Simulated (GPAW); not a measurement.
Runs of GPAW 26.7.0 on HfN. Symmetry: Fm-3m, No. 225, cubic system. The conventional cell has a = 4.512 Å, b = 4.512 Å, c = 4.512 Å, α = 90.00°, β = 90.00°, γ = 90.00°. Around Hf (site symmetry m-3m) lie 6 N at 2.26 Å. N (site symmetry m-3m) is surrounded by 6 Hf at 2.26 Å. 

```csv
task,level,potentials or basis,U,k mesh,cutoff (eV),smearing,maxiter,k mesh for the DOS,dos width,eigensolver,fermi k mesh,other keys,mesh quality,gap on the mesh (eV),pressure (GPa)
density of states,AM05,"PAW data sets generated in the run's folder for this functional, pw",-,6 × 6 × 6,680,fermi-dirac 0.01 eV,75,9 × 9 × 9,0 eV,davidson niter=2,-,"several, not listed",coarse,none,(a)
Fermi surface,revPBE,"the program's PAW data sets (release 1.2.1) made for this functional, pw",-,6 × 6 × 6,680,fermi-dirac 0.01 eV,150,-,-,-,10 × 10 × 10,-,coarse,none,8.4
electron localisation function,revPBE,"the program's PAW data sets (release 1.2.1) made for this functional, pw",-,6 × 6 × 6,680,fermi-dirac 0.01 eV,150,-,-,-,-,-,coarse,none,8.4
optical spectrum,LDA+U,"the program's PAW data sets (release 1.2.1) made for this functional, pw",Hf d U = 3 eV,8 × 8 × 8,650,fermi-dirac 0.05 eV,150,-,-,-,-,-,not flagged,none,-
single point,LDA+U,"the program's PAW data sets (release 1.2.1) made for this functional, pw",Hf d U = 3 eV,8 × 8 × 8,650,fermi-dirac 0.05 eV,120,-,-,-,-,-,not flagged,none,-0.4
```

Alike in all rows: no spin polarisation; cell as given.

Question: Fill in the values left out.

Answer: (a) -4.6.

Caveats: some runs use coarse meshes; the cutoff is short for stress and forces, so pressures can be off by a GPa or more (some runs); U without spin polarisation on a metal has little footing (some runs); the intraband term hangs on this k mesh (some runs); the long-wavelength limit can be off by several per cent where d states take part (some runs); response on these states lacks terms of the Hamiltonian (some runs); independent-particle spectra lack excitons (some runs).

A k mesh can miss the band edges, and the runs leave out spin-orbit coupling on Hf.

A gap of «none» marks a metal or a gap under the smearing width.
